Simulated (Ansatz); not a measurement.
The system is CuO.

```
Cu O
1.0
     0.00000    2.32725    2.32725
     2.32725    0.00000    2.32725
     2.32725    2.32725    0.00000
Cu O
1 1
Direct
  0.00000 0.00000 0.00000
  0.25000 0.25000 0.25000
```

Measurements of this composition are mostly on another form, of space group No. 15.

Below is the output of Ansatz 0.2.0 for this cell. Logs are shortened: lines on timing, memory, paths and dates and some standing lists are left out, and cuts for length are marked.

```text
Warning: RAYON_NUM_THREADS=2 ignored (pool sized by the plan → 2); use --threads N
Engine: ansatz 0.2.0, aarch64-unknown-linux-gnu
Pseudopotentials: kind: paw
Pseudopotential: Cu, paw, valence charge 19, recommended cutoff 420 eV (normal), Cu.paw.azcp
Pseudopotential: O, paw, valence charge 6, recommended cutoff 420 eV (normal), O.paw.azcp
Functional definition: PBEsol
  exchange = pbesol_x
  correlation = pbesol_c
Crystal: 2 atoms, lattice volume = 25.209 Å³
Basis set: ecut = 420 eV, 531 PW (Γ), exchange–correlation on 48×48×48 points (8 copies of the dense FFT grid, shifted against one another)
Bands: 17, of which v1, the nominal top of the filled ones, is band 13 counted from 1 (12 counted from 0)
Symmetry: 24 space group operations
Space group: F-43m (ITA 216), of the structure as read, at distance tolerance 2.9e-5 Å
k-points: 29 of 512 (time reversal used)
Non-local potential: Cu, projectors of the file, l = 0: 3, l = 1: 2, l = 2: 3, l = 3: 1
Non-local potential: O, projectors of the file, l = 0: 2, l = 1: 2, l = 2: 1
PAW form: soft (Blöchl's): semilocal exchange-correlation on the pseudo side does not see the compensation charge
PAW frozen core: Cu, regenerated for the run's functional, and the local potential with it (the file was generated under x = pbe(κ = 0.804, μ = 0.2195149727645171), c = pbe(β = 0.06672455060314922))
PAW frozen core: O, regenerated for the run's functional, and the local potential with it (the file was generated under x = pbe(κ = 0.804, μ = 0.2195149727645171), c = pbe(β = 0.06672455060314922))
PAW one-centre angular grid: Cu, 590 points (default); XC on 64 Gauss nodes
PAW one-centre angular grid: O, 110 points (default); XC on 64 Gauss nodes
Initial density: superposition of atomic densities (neutral atoms: chi_scale 0, normalization atom), corrected by the library's trained network
Initial wavefunctions: pseudopotential atomic-orbital guess
[... 150 lines left out ...]
  E_ewald      = -3098.389916
  E_core_change = 0.241490  (= ΣΔE_core)
  E_smearing   = -0.021081  (= −TS)
  E_closure    = 0.000000  (closes the sum)
  Σ components = -7147.783677   (vs F -7147.783677, Δ=0.00e0)
--- Forces (eV/Å), atoms counted from 1 ---
  atom   1  Cu     0.00000000    -0.00000000    -0.00000000
  atom   2  O      0.00000000    -0.00000000     0.00000000
  max |Σ_I F_I| component: 9.02e-17 eV/Å
--- Stress (GPa, compression-positive) ---
      -15.678414      -0.000000      -0.000000
       -0.000000     -15.678414       0.000000
       -0.000000       0.000000     -15.678414
  P = ⅓ Tr σ = -15.6784 GPa (-156.784 kbar)
--- Band table (eV; the first three rows and the last of 29) ---
  k-point 0: bands = ["-103.4382", "-60.9644", "-60.9644", "-60.9644", "-10.0765", "3.7544", "3.7544", "3.7544", "6.3433", "6.3433", "8.8843", "8.8843", "8.8843", "8.9010", "21.8294", "21.8294", "21.8294"]
  k-point 1: bands = ["-103.4381", "-60.9650", "-60.9645", "-60.9645", "-9.9982", "3.5254", "3.7965", "3.7965", "6.3307", "6.3307", "8.2226", "8.7948", "8.7948", "9.8662", "20.5482", "21.9349", "21.9349"]
  k-point 2: bands = ["-103.4380", "-60.9666", "-60.9647", "-60.9647", "-9.8042", "3.1003", "3.8917", "3.8917", "6.3301", "6.3301", "7.4899", "8.5610", "8.5610", "11.2950", "18.4250", "21.9448", "21.9448"]
  k-point 28: bands = ["-103.4378", "-60.9677", "-60.9672", "-60.9662", "-9.3462", "3.3243", "3.6253", "4.3859", "6.1810", "6.2687", "6.6423", "6.7865", "7.6206", "15.4857", "17.1648", "18.7601", "19.3283"]
--- Elastic constants: 2 strain directions × 2 members + reference (group order 24) ---
  dense FFT box of the reference and of every strained cell: 24×24×24
  strains applied: 11, 23; error gains: componentwise 1.00 (the most a stress slope's error grows in a printed constant), spectral 1.73 (1 for all six strains in a standard setting)
  C = ∂σ_k/∂η_j (tension-positive GPa; Voigt order 11 22 33 23 13 12):
       103.777     66.499     66.499     -0.000     -0.000     -0.000
        66.499    103.777     66.499     -0.000      0.000      0.000
        66.499     66.499    103.777     -0.000      0.000      0.000
         0.000     -0.000      0.000     44.367     -0.000      0.000
         0.000      0.000     -0.000      0.000     44.367     -0.000
        -0.000      0.000     -0.000      0.000     -0.000     44.367
  reference stress σ⁰ (GPa):     15.678     15.678     15.678     -0.000      0.000      0.000
  C* (energy form; C + prestress term) asymmetry max|C*_kj − C*_jk| = 1.421e-14 GPa — a small one proves nothing (zero by symmetry where the batch's group is 432, −43m or m−3m); a large one is finite-difference/SCF noise where every solve meets its electron count
  moduli (Voigt/Reuss/Hill, GPa): K = 78.92/78.92/78.92   G = 34.08/28.58/31.33   E = 83.01   ν = 0.325
  mechanically stable: yes (min eigenvalue of sym C = 37.28 GPa)
  strain η (Voigt 11):  stress-route row diagonal C_11 = 103.78 GPa, energy-path curvature d²(F+E_count+ΔE)/dδ²/Ω₀ = 105.30 GPa
         δ    σ_11 (GPa)             F (eV)   n_scf  n_hpsi   n_pw
    -2.000e-3      15.4712       -7147.7886439       9   19051    531   relax 0 steps, max|allowed force component| 1.39e-17 eV/Å
     2.000e-3      15.8863       -7147.7787623       8   17926    531   relax 0 steps, max|allowed force component| 1.73e-17 eV/Å
  strain η (Voigt 23):  stress-route row diagonal C_44 = 44.37 GPa, energy-path curvature d²(F+E_count+ΔE)/dδ²/Ω₀ = 38.70 GPa
         δ    σ_23 (GPa)             F (eV)   n_scf  n_hpsi   n_pw
    -2.000e-3      -0.0887       -7147.7837318       8   28071    531   relax 3 steps, max|allowed force component| 1.22e-7 eV/Å
     2.000e-3       0.0887       -7147.7837318       8   28012    531   relax 2 steps, max|allowed force component| 8.86e-9 eV/Å
```

Q: What input gives this log?

A: Elastic constants with PBEsol, no spin polarisation. The files as run (others can give the same):

input.yaml
```yaml
crystal:
  lattice:
    - [0.0, 2.32725273, 2.32725273]
    - [2.32725273, 0.0, 2.32725273]
    - [2.32725273, 2.32725273, 0.0]
  atoms:
    - { symbol: Cu, position: [0.0, 0.0, 0.0] }
    - { symbol: O, position: [0.25, 0.25, 0.25] }
hamiltonian:
  xc: pbesol
  pseudopotentials: { kind: paw }
kpoints:
  mp_grid: { grid: [8, 8, 8] }
scf:
  occupations: { method: fermi_dirac, width: 0.05 }
output:
  forces: true
  stress: true
elastic:
  mode: relaxed_ion
  stencil: two_point
```

Potentials or basis: Ansatz PAW.
Launch:
```console
$ ansatz run input.yaml --threads 2 --pin off --max-ram 5632MiB --backend cpu --events-out ev --progress --plain --runs-dir out
```

Caveat: the cell is more than 3 GPa from zero pressure, which shifts response properties; elastic constants of metals need much finer meshes, so these are rough; so large a pressure means that the cell lies far from this level's equilibrium, or that cutoff or potentials fall short; the pressure holds a Pulay correction of +0.6 GPa for the finite cutoff; an odd number of electrons without spin polarisation forces a metal; a magnetic or distorted state may lie lower; the run has no spin polarisation, though such a crystal can be magnetic; semilocal functionals often make such compounds metallic where correlation or magnetic order opens a gap, which also shifts bond lengths; the PAW data sets come from PBE, with cores solved anew for the run's functional, which leaves a small shift of forces and pressure.
